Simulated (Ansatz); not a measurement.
# In: the cost of one run

Program: Ansatz 0.2.0. Level of theory: DFT PBE, scalar-relativistic, plane waves, PAW. These are calculated values, not measurements.

### 1 The structure to begin with

It takes space group I4/mmm (No. 139, tetragonal). Conventional cell: a = 3.390 Å, b = 3.390 Å, c = 4.784 Å, α = 90.00°, β = 90.00°, γ = 90.00°. In (site symmetry 4/mmm) is surrounded by 12 In at 3.39 Å.

Coordinates:

```cif
data_structure
_symmetry_space_group_name_H-M 'I4/mmm'
_symmetry_Int_Tables_number 139
_cell_length_a 3.3902
_cell_length_b 3.3902
_cell_length_c 4.7842
_cell_angle_alpha 90.000
_cell_angle_beta 90.000
_cell_angle_gamma 90.000
_cell_volume 54.99
loop_
_atom_site_label
_atom_site_type_symbol
_atom_site_symmetry_multiplicity
_atom_site_Wyckoff_symbol
_atom_site_fract_x
_atom_site_fract_y
_atom_site_fract_z
_atom_site_occupancy
In1 In 2 a 0.00000 0.00000 0.00000 1
```

This cell was relaxed beforehand with the same method: volume 27.49 Å³/atom, gap on the mesh none (metal).

### 2 Plan of the line

The energy is mapped over two homogeneous strains (x along [1 0 0], y along [0 1 0], z along [0 0 1] of the conventional cell).

- engineering shear strain xy: 7 values from −8.0 to 8.0 %
- normal strain along z: 7 values from −7.00 to 7.00 %

Nothing else is relaxed (symmetry fixes all fractional coordinates). Energies count from the relaxed crystal. Points are written as (first, second).

### 3 Grid point (−8.0 %, −7.00 %)

File input.yaml:

```yaml
crystal:
  lattice:
    - [-1.7629112478, 1.7629112478, 2.2246466866]
    - [1.7629112478, -1.7629112478, 2.2246466866]
    - [1.6273026902, 1.6273026902, -2.2246466866]
  atoms:
    - { symbol: In, position: [0.0, 0.0, 0.0] }
basis:
  ecutwfc: 420
kpoints:
  mp_grid: { grid: [18, 18, 18] }
hamiltonian:
  xc: pbe
scf:
  occupations: { method: gaussian, width: 0.15 }
output:
  forces: true
  stress: true
  eigenvalues: true
  write_density: true
  write_potential: true
  elf: true
  volumetric_format: npy
```

Started as:

```
ansatz run input.yaml --threads 1 --pin off --max-ram 2048MiB --backend cpu --events-out ev --progress --plain --runs-dir out
```

What time and memory should one allow on 1 thread of Arm Neoverse V1, shared host?

About 21 s, with a peak of 0.48 GiB.
